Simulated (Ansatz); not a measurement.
# NiS2 monolayer (2H): from the cell to its phonons

Wanted: phonon frequencies of NiS2 monolayer (2H) and what follows from them.

Method: DFT PBE, scalar-relativistic, plane waves, PAW; PAW set soft_1, in Ansatz 0.2.0.

Most raw output is cut from this account.

## 1. The starting structure

The cell holds 3 atoms: 1 Ni and 2 S. Cell: a = 3.320 Å, b = 3.320 Å, c = 20.000 Å, α = 90.0°, β = 90.0°, γ = 120.0°. Vacuum lies along c.

## 2. Rough relaxation

The start is far from rest, so a relaxation with loose tolerances brings it close first.

The program solves this slab on a cell height of its own, 30.0 Å, in place of the one typed.

input.yaml reads:

```yaml
crystal:
  lattice:
    - [3.32, 0.0, 0.0]
    - [-1.66, 2.8752, 0.0]
    - [0.0, 0.0, 20.0]
  atoms:
    - { symbol: Ni, position: [0.333333, 0.666667, 0.5] }
    - { symbol: S, position: [0.666667, 0.333333, 0.5775] }
    - { symbol: S, position: [0.666667, 0.333333, 0.4225] }
  periodic: [true, true, false]
kpoints:
  mp_grid: { grid: [9, 9, 1] }
hamiltonian:
  xc: pbe
  pseudopotentials: { kind: paw, azcp: { folder: soft_1 } }
scf:
  occupations: { method: gaussian, width: 0.1 }
output:
  forces: true
  stress: true
  eigenvalues: true
relax:
  adjacent_minimum: "off"
  f_tol: 0.05
  max_steps: 80
  cell: { stress_2d_tol: 0.02 }
```

The run is started by

```
$ ansatz run input.yaml --threads 8 --pin off --max-ram 16384MiB --backend cpu --events-out ev --progress --plain --runs-dir out
```

Wall time 81 s (8 threads of Arm Neoverse N1, shared host); peak memory 0.71 GiB.

This run has no spin polarisation, although Ni can carry a moment.

Step by step:

```csv
step,energy less that of the first step (eV),largest force component (eV/Å),volume (Å³)
1,0.0000,2.0206,286.37
2,-0.6276,0.9780,279.54
3,-0.7921,0.3212,282.35
4,-0.8713,0.0274,296.14
5,-0.8619,1.7430,325.31
6,-0.9244,0.2770,309.94
7,-0.9519,0.0331,322.12
8,-0.9524,0.0066,324.19
9,-0.9524,0.0002,323.97
10*,-0.9556,0.0020,323.97
11,-0.9556,0.0011,324.53
12*,-0.9556,0.0010,324.53
```

Relaxation steps marked * repeat the geometry before them on a plane-wave basis chosen anew for their cell, so energy and pressure can jump there. Relaxation step 5 was tried and not accepted.

Forces are held to the 12 operations that the run works with; a distortion that breaks them can't arise in this run.

```
cell as run  before  after  change
      a (Å)   3.320  3.534  +6.5 %
      b (Å)   3.320  3.534  +6.5 %
```

The atoms that moved most (Å, along periodic axes as changes of fractional coordinates times the final cell, across vacuum about the mean position):

```
atom     dx     dy      dz  length
  S3  0.000  0.000   0.488   0.488
  S2  0.000  0.000  -0.488   0.488
```

Final coordinates:

```
Ni S
1.0
     3.53429    0.00000    0.00000
    -1.76714    3.06078    0.00000
     0.00000    0.00000   30.00000
Ni S
1 2
Cartesian
  0.0000 2.0405 10.0000
  1.7671 1.0203 11.0622
  1.7671 1.0203 8.9378
```

This step gave:

```
gap on the k-mesh : 0 eV
area per atom     : 3.606 Å²
```

The relaxation ends with a largest force component of 0.0010 eV/Å.

## 3. Relaxation

The cell and atoms are relaxed, since residual forces and stress would shift the frequencies.

input.yaml reads:

```yaml
crystal:
  lattice:
    - [3.5342898046, 0.0, 0.0]
    - [-1.7671449023, 3.0607847551, 0.0]
    - [0.0, 0.0, 30.0]
  atoms:
    - { symbol: Ni, position: [0.3333333333, 0.6666666667, 0.3333333333] }
    - { symbol: S, position: [0.6666666667, 0.3333333333, 0.3687395055] }
    - { symbol: S, position: [0.6666666667, 0.3333333333, 0.2979271611] }
  periodic: [true, true, false]
kpoints:
  mp_grid: { grid: [15, 15, 1] }
hamiltonian:
  xc: pbe
  pseudopotentials: { kind: paw, azcp: { folder: soft_1 } }
scf:
  occupations: { method: gaussian, width: 0.1 }
output:
  forces: true
  stress: true
  eigenvalues: true
  write_density: true
  write_potential: true
  elf: true
  volumetric_format: npy
relax:
  adjacent_minimum: "off"
  f_tol: 0.005
  max_steps: 80
  cell: { stress_2d_tol: 0.02 }
```

Run time: 32 s. Hardware: 8 threads; peak memory 0.78 GiB; 2 min of CPU time.

Little changed from the start: no atom moved by 0.005 Å and no cell edge by 0.1 %.

This step gave:

| Property | Result |
| --- | --- |
| area per atom | 3.607 Å² |

Valence density in the ac plane at fractional y = 0.333, with atoms of S within 0.2 Å of it. It is the smooth field of the valence electrons, not physical close to the nuclei.

Values in units of 1e-1 e/Å³, 24 rows by 14 columns, each cell a mean:
```
0.0 0.0 0.0 0.0 0.0 0.0 0.0 0.0 0.0 0.0 0.0 0.0 0.0 0.0
0.0 0.0 0.0 0.0 0.0 0.0 0.0 0.0 0.0 0.0 0.0 0.0 0.0 0.0
0.0 0.0 0.0 0.0 0.0 0.0 0.0 0.0 0.0 0.0 0.0 0.0 0.0 0.0
0.0 0.0 0.0 0.0 0.0 0.0 0.0 0.0 0.0 0.0 0.0 0.0 0.0 0.0
0.0 0.0 0.0 0.0 0.0 0.0 0.0 0.0 0.0 0.0 0.0 0.0 0.0 0.0
0.0 0.0 0.0 0.0 0.0 0.0 0.0 0.0 0.0 0.0 0.0 0.0 0.0 0.0
0.0 0.0 0.0 0.0 0.0 0.0 0.0 0.0 0.0 0.0 0.0 0.0 0.0 0.0
0.0 0.0 0.0 0.0 0.0 0.0 0.0 0.0 0.0 0.0 0.0 0.0 0.0 0.0
0.0 0.0 0.0 0.0 0.0 0.0 0.0 0.0 0.0 0.0 0.0 0.0 0.0 0.0
0.0 0.0 0.0 0.0 0.0 0.0 0.0 0.0 0.0 0.0 0.0 0.0 0.0 0.0
0.0 0.0 0.0 0.0 0.0 0.0 0.0 0.0 0.0 0.0 0.0 0.0 0.0 0.0
0.0 0.0 0.0 0.0 0.0 0.0 0.0 0.0 0.0 0.0 0.0 0.0 0.0 0.0
0.0 0.0 0.0 0.0 0.0 0.0 0.0 0.0 0.0 0.0 0.0 0.0 0.0 0.0
0.1 0.0 0.0 0.0 0.1 0.1 0.1 0.2 0.2 0.3 0.3 0.2 0.2 0.1
1.3 0.7 0.5 0.6 1.0 2.0 3.8 6.3 6.8 6.3 6.6 6.6 5.0 2.9
2.9 2.4 2.3 2.3 2.6 3.8 6.0 8.6 8.4 7.2 7.8 8.8 7.4 4.8
2.9 2.2 1.9 2.0 2.5 4.0 6.6 9.5 8.6 6.6 7.5 9.5 8.2 5.2
0.9 0.5 0.4 0.4 0.7 1.4 2.7 4.6 5.5 5.7 5.7 5.1 3.6 2.0
0.0 0.0 0.0 0.0 0.0 0.0 0.1 0.1 0.1 0.1 0.1 0.1 0.1 0.1
0.0 0.0 0.0 0.0 0.0 0.0 0.0 0.0 0.0 0.0 0.0 0.0 0.0 0.0
0.0 0.0 0.0 0.0 0.0 0.0 0.0 0.0 0.0 0.0 0.0 0.0 0.0 0.0
0.0 0.0 0.0 0.0 0.0 0.0 0.0 0.0 0.0 0.0 0.0 0.0 0.0 0.0
0.0 0.0 0.0 0.0 0.0 0.0 0.0 0.0 0.0 0.0 0.0 0.0 0.0 0.0
0.0 0.0 0.0 0.0 0.0 0.0 0.0 0.0 0.0 0.0 0.0 0.0 0.0 0.0
```
Columns run along a (3.5 Å), rows up along c (30.0 Å). Atoms in or near the plane, at fractional coordinates: S at (0.67, 0.37), S at (0.67, 0.30).

ELF in the ac plane at fractional y = 0.333, with atoms of S within 0.2 Å of it. It is the smooth field of the valence electrons, not physical close to the nuclei.

Values, 24 rows by 14 columns, each cell a mean:
```
0.00 0.00 0.00 0.00 0.00 0.00 0.00 0.00 0.00 0.00 0.00 0.00 0.00 0.00
0.00 0.00 0.00 0.00 0.00 0.00 0.00 0.00 0.00 0.00 0.00 0.00 0.00 0.00
0.00 0.00 0.00 0.00 0.00 0.00 0.00 0.00 0.00 0.00 0.00 0.00 0.00 0.00
0.00 0.00 0.00 0.00 0.00 0.00 0.00 0.00 0.00 0.00 0.00 0.00 0.00 0.00
0.00 0.00 0.00 0.00 0.00 0.00 0.00 0.00 0.00 0.00 0.00 0.00 0.00 0.00
0.00 0.00 0.00 0.00 0.00 0.00 0.00 0.00 0.00 0.00 0.00 0.00 0.00 0.00
0.00 0.00 0.00 0.00 0.00 0.00 0.00 0.00 0.00 0.00 0.00 0.00 0.00 0.00
0.00 0.00 0.00 0.00 0.00 0.00 0.00 0.00 0.00 0.00 0.00 0.00 0.00 0.00
0.00 0.00 0.00 0.00 0.00 0.00 0.00 0.00 0.00 0.00 0.00 0.00 0.00 0.00
0.00 0.00 0.00 0.00 0.00 0.00 0.00 0.00 0.00 0.00 0.00 0.00 0.00 0.00
0.00 0.00 0.00 0.00 0.00 0.00 0.00 0.00 0.00 0.00 0.00 0.00 0.00 0.00
0.00 0.00 0.00 0.00 0.00 0.00 0.00 0.00 0.00 0.00 0.00 0.00 0.00 0.00
0.00 0.00 0.00 0.00 0.00 0.00 0.00 0.00 0.00 0.00 0.00 0.00 0.00 0.00
0.04 0.01 0.00 0.01 0.02 0.07 0.14 0.21 0.25 0.27 0.26 0.23 0.17 0.10
0.44 0.18 0.07 0.11 0.33 0.61 0.77 0.80 0.70 0.62 0.65 0.77 0.80 0.71
0.36 0.22 0.18 0.19 0.30 0.48 0.63 0.64 0.47 0.37 0.40 0.58 0.66 0.57
0.43 0.24 0.17 0.19 0.35 0.57 0.71 0.68 0.42 0.27 0.31 0.59 0.73 0.66
0.36 0.14 0.05 0.08 0.27 0.52 0.69 0.77 0.75 0.71 0.73 0.77 0.74 0.62
0.02 0.01 0.00 0.00 0.01 0.04 0.08 0.12 0.15 0.17 0.16 0.14 0.10 0.06
0.00 0.00 0.00 0.00 0.00 0.00 0.00 0.00 0.00 0.00 0.00 0.00 0.00 0.00
0.00 0.00 0.00 0.00 0.00 0.00 0.00 0.00 0.00 0.00 0.00 0.00 0.00 0.00
0.00 0.00 0.00 0.00 0.00 0.00 0.00 0.00 0.00 0.00 0.00 0.00 0.00 0.00
0.00 0.00 0.00 0.00 0.00 0.00 0.00 0.00 0.00 0.00 0.00 0.00 0.00 0.00
0.00 0.00 0.00 0.00 0.00 0.00 0.00 0.00 0.00 0.00 0.00 0.00 0.00 0.00
```
Columns run along a (3.5 Å), rows up along c (30.0 Å). Atoms in or near the plane, at fractional coordinates: S at (0.67, 0.37), S at (0.67, 0.30).

Electrostatic potential energy in the ac plane at fractional y = 0.333, with atoms of S within 0.2 Å of it. With pseudopotentials it is smooth inside the atoms' cores, unlike the true potential.

Ten even steps from '_' (-31 eV) to '@' (0 eV), each cell a mean:
```
@@@@@@@@@@@@@@@@@@@@@@@@@@@@
@@@@@@@@@@@@@@@@@@@@@@@@@@@@
@@@@@@@@@@@@@@@@@@@@@@@@@@@@
@@@@@@@@@@@@@@@@@@@@@@@@@@@@
@@@@@@@@@@@@@@@@@@@@@@@@@@@@
@@@@@@@@@@@@@@@@@@@@@@@@@@@@
@@@@@@@@@@@@@@@@@@@@@@@@@@@@
@@@@@@@@@@@@@@@@@@@@@@@@@@@@
@@@@@@@@@@@@@@@@@@@@@@@@@@@@
@@@@@@@@@@@@@@@@@@@@@@@@@@@@
@@@@@@@@@@@@@@@@@@@@@@@@@@@@
@@@@@@@@@@@@@@@@@@@@@@@@@@@@
@@@@@@@@@@@@@@@@@@@@@@@@@@@@
@@@@@@@@@@@@@@@@@@@@@@@@@@@@
@@@@@@@@@@%%##==--::----++%%
%%%%%%%%%%##++::..__..::==##
%%%%%%%%%%##++..________--**
@@@@@@@@@@@@%%**======++##%%
@@@@@@@@@@@@@@@@@@@@@@@@@@@@
@@@@@@@@@@@@@@@@@@@@@@@@@@@@
@@@@@@@@@@@@@@@@@@@@@@@@@@@@
@@@@@@@@@@@@@@@@@@@@@@@@@@@@
@@@@@@@@@@@@@@@@@@@@@@@@@@@@
@@@@@@@@@@@@@@@@@@@@@@@@@@@@
```
Columns run along a (3.5 Å; values clipped at the 3rd and 97th percentile), rows up along c (30.0 Å). Atoms in or near the plane, at fractional coordinates: S at (0.67, 0.37), S at (0.67, 0.30).

## 4. Tight relaxation

Phonons need a cell at rest on their own settings, so the relaxation is repeated with tight tolerances on forces and stress, using the mesh and the filling of the phonon run that follows.

input.yaml reads:

```yaml
crystal:
  lattice:
    - [3.5346248889, 0.0, 0.0]
    - [-1.7673124444, 3.0610749466, 0.0]
    - [0.0, 0.0, 30.0]
  atoms:
    - { symbol: Ni, position: [0.3333333333, 0.6666666667, 0.3333333333] }
    - { symbol: S, position: [0.6666666667, 0.3333333333, 0.3687365041] }
    - { symbol: S, position: [0.6666666667, 0.3333333333, 0.2979301625] }
  periodic: [true, true, false]
kpoints:
  mp_grid: { grid: [18, 18, 1] }
hamiltonian:
  xc: pbe
  pseudopotentials: { kind: paw, azcp: { folder: soft_1 } }
scf:
  occupations: { method: methfessel_paxton, width: 0.2 }
output:
  forces: true
  stress: true
  eigenvalues: true
relax:
  adjacent_minimum: "off"
  f_tol: 0.001
  max_steps: 60
  cell: { stress_2d_tol: 0.002 }
```

Elapsed: 28 s, on 8 threads; peak memory 0.81 GiB.

Little changed from the start: no atom moved by 0.005 Å and no cell edge by 0.1 %.

Numbers from this step:

```yaml
area_per_atom: 3.606 Å²
```

The largest force component left is 0.091 meV/Å, within the tolerances set.

## 5. Zone-centre response

The zone centre comes first: it holds the modes that light can see, as far as symmetry allows. No field response is asked, since the mesh shows no gap.

input.yaml, the sections that differ from step 4:

```yaml
crystal:
  lattice:
    - [3.5343673184, 0.0, 0.0]
    - [-1.7671836592, 3.0608518841, 0.0]
    - [0.0, 0.0, 30.0]
  atoms:
    - { symbol: Ni, position: [0.3333333333, 0.6666666667, 0.3333333333] }
    - { symbol: S, position: [0.6666666667, 0.3333333333, 0.3687150661] }
    - { symbol: S, position: [0.6666666667, 0.3333333333, 0.2979516006] }
  periodic: [true, true, false]
output:
  eigenvalues: true
phonons:
  method: dfpt
# kpoints, hamiltonian, scf: as in step 4
# relax: removed
```

The job ended after 1.9 min (8 threads; peak memory 2.1 GiB; 13 min of CPU time).

Numbers from this step:

* sum-rule residual before enforcement: 3.40e-5 eV/Å²
* point group: -6m2
* highest optical mode at the zone centre (no LO-TO term): 433.7 cm⁻¹
* lowest optical zone-centre mode: 116.2 cm⁻¹

Patterns of degenerate modes are one choice out of their space. The modes at Γ (shares of kinetic energy by element, %):

| mode | frequency (cm⁻¹) | symmetry | Ni % | S % |
| --- | --- | --- | --- | --- |
| 1 | 0.0 | acoustic | 48 | 52 |
| 2 | 0.0 | acoustic | 48 | 52 |
| 3 | 0.0 | acoustic | 48 | 52 |
| 4 | 116.2 | A2'' | 52 | 48 |
| 5 | 159.4 | E' | 52 | 48 |
| 6 | 159.4 | E' | 52 | 48 |
| 7 | 165.8 | E'' | 0 | 100 |
| 8 | 165.8 | E'' | 0 | 100 |
| 9 | 433.7 | A1' | 0 | 100 |

Displacements in mode 4 (116.2 cm⁻¹), the largest set to 1:
```
Ni1  0.00  0.00  1.00
S2   0.00  0.00 -0.92
S3   0.00  0.00 -0.92
```

Displacements in mode 8 (165.8 cm⁻¹), the largest set to 1:
```
Ni1  0.00  0.00  0.00
S2  -1.00 -0.05  0.00
S3   1.00  0.05  0.00
```

Before it was imposed, the acoustic sum rule was missed by 3.4e-5 eV/Å². Small misses are needed for a sound result but don't prove that mesh and cutoff are converged. The lowest optical mode is real, 116 cm⁻¹.

## 6. Phonons on a q mesh

Stability and thermal properties need the whole zone. Linear response on a 6×6×1 q mesh gives force constants as far as a supercell of that size would.

input.yaml, as its differences from that of step 5:

```diff
@@ -21 +21,10 @@
   method: dfpt
+  qmesh: [6, 6, 1]
+  temperatures: { t_max: 1000, t_step: 50 }
+  qpath:
+    path:
+      - [0.0, 0.0, 0.0]
+      - [0.5, 0.0, 0.0]
+      - [0.33333333, 0.33333333, 0.0]
+      - [0.0, 0.0, 0.0]
+    npoints: 10
```

Run time: 30 min. Hardware: 8 threads; peak memory 4.8 GiB; 2.6 h of CPU time.

Numbers from this step:

```
sum-rule residual before enforcement                       : 2.89e-5 eV/Å²
lowest frequency on the path                               : 0 cm⁻¹
highest frequency on the path or at a solved wavevector    : 433.9 cm⁻¹
mean frequency                                             : 187.6 cm⁻¹
lowest mode on the q mesh (acoustic modes at Γ apart)      : 23.05 cm⁻¹
zero-point energy per atom                                 : 34.88 meV
heat capacity at 300 K                                     : 22.95 J/(mol atoms K)
vibrational entropy at 300 K                               : 33.01 J/(mol atoms K)
edges of the widest gap between branches, on path and mesh : 269.4, 405.3 cm⁻¹
```

Frequencies (cm⁻¹) solved at each irreducible wavevector; negative means imaginary. Frequencies by wavevector, by row:

```csv
q in reciprocal lattice units,star,mode 1,mode 2,mode 3,mode 4,mode 5,mode 6,mode 7,mode 8,mode 9
0 0 0,1,0,0,0,116.2,159.4,159.4,165.8,165.8,433.7
0 0.1667 0,6,23.1,49.8,83.8,133.4,158.6,196.1,201.2,224.5,433
0 0.3333 0,6,74.2,74.5,114.5,159.3,176.6,210.4,230.3,267.1,428.3
0 -0.5 0,3,75.6,110,119.9,163.3,165.2,227.7,238.4,268.3,425.9
0.1667 0.1667 0,6,57.2,84.7,96.8,150.7,171.8,207.1,233.3,253,424.3
0.1667 0.3333 0,12,82.6,100.6,107.1,162,171.4,219.3,235,268.4,416.6
0.3333 0.3333 0,2,65.3,112.4,117.8,154.4,184.7,207.1,230.4,266,405.3
```

Interpolated from a 6×6×1 q mesh. The phonon branches at the labelled points (cm⁻¹):

```csv
point,branch 1,branch 2,branch 3,branch 4,branch 5,branch 6,branch 7,branch 8,branch 9
Γ,0,0,0,116,159,159,166,166,434
halfway,48,66,106,157,161,204,220,254,430
M,76,110,120,163,165,228,238,268,426
halfway,82,110,111,160,172,221,235,268,416
K,65,112,118,154,185,207,230,266,405
halfway,57,85,97,151,172,207,233,253,424
Γ,0,0,0,116,159,159,166,166,434
```

The phonon density of states has structure finer than the step of the table below, so its rows give means over 20 cm⁻¹, whole bins alone (the curve runs from 2.5 to 432 cm⁻¹). Peaks (cm⁻¹: height): 77.5: 0.0693, 107.5: 0.0792, 162.5: 0.0965, 172.5: 0.0975, 217.5: 0.0571, 232.5: 0.0823, 267.5: 0.113.

Tetrahedra on a 24×24×1 mesh, mean over bins of 5 cm-1. Interpolated from a 6×6×1 q mesh. Phonon density of states against wavenumber; means over each step:

| wavenumber (cm⁻¹) | phonon density of states (1/cm⁻¹/cell) |
| --- | --- |
| 20 | 0.00658 |
| 40 | 0.00962 |
| 60 | 0.0174 |
| 80 | 0.0489 |
| 100 | 0.0423 |
| 120 | 0.0274 |
| 140 | 0.00727 |
| 160 | 0.0623 |
| 180 | 0.0341 |
| 200 | 0.0224 |
| 220 | 0.0456 |
| 240 | 0.0358 |
| 260 | 0.0312 |
| 280 | 0.00708 |
| 300 | 0 |
| 320 | 0 |
| 340 | 0 |
| 360 | 0 |
| 380 | 0 |
| 400 | 0.00380 |
| 420 | 0.0352 |

The partial phonon density of states has structure finer than the step of the table below, so its rows give means over 10 cm⁻¹, whole bins alone (the curve runs from -10 to 457 cm⁻¹). Peaks (cm⁻¹: height): Ni 81.0: 0.0452, 110.4: 0.0507, 172.1: 0.0196, 233.7: 0.0189, 266.0: 0.0103; S 78.1: 0.0200, 107.5: 0.0203, 160.3: 0.0850, 216.1: 0.0429, 233.7: 0.0570, 269.0: 0.0548, 427.6: 0.0459.

Phonopy on the run's constants, 19x19x1 mesh, Gaussian sigma 3.3 cm-1. Interpolated from a 6×6×1 q mesh. Partial phonon density of states against wavenumber; means over each step; values in 1/cm⁻¹/cell:

```csv
wavenumber (cm⁻¹),Ni,S
0,0.00104,0.00120
10,0.00231,0.00283
20,0.00270,0.00331
30,0.00422,0.00471
40,0.00425,0.00457
50,0.00603,0.00572
60,0.00895,0.00698
70,0.0222,0.0117
80,0.0402,0.0182
90,0.0205,0.00943
100,0.0266,0.0122
110,0.0446,0.0179
120,0.0169,0.00667
130,0.00227,0.00259
140,0.00225,0.00374
150,0.00318,0.0205
160,0.00811,0.0688
170,0.0152,0.0483
180,0.00940,0.0207
190,0.00271,0.00763
200,0.00319,0.0178
210,0.00443,0.0365
220,0.00640,0.0387
230,0.0132,0.0419
240,0.00926,0.0264
250,0.00142,0.00696
260,0.00409,0.0213
270,0.00672,0.0384
280,1.9e-4,0.00141
290,0,0
300,0,0
310,0,0
320,0,0
330,0,0
340,0,0
350,0,0
360,0,0
370,0,0
380,0,0
390,0,2.7e-6
400,1.7e-4,0.00188
410,0.00135,0.0147
420,0.00308,0.0327
430,0.00253,0.0373
440,1.8e-4,0.00610
450,1.0e-7,9.8e-6
```

(Continued in part 2 of 2.)

[Logs are printed without paths, hosts, clocks, repeated set-up lines and the standing remarks that a program may print on its own settings, such as how far it seeks lower states.]

[Hosts, paths, dates, database ids (printed as entryN), source tags and the programs' standing remarks are cut or masked in the printed files.]
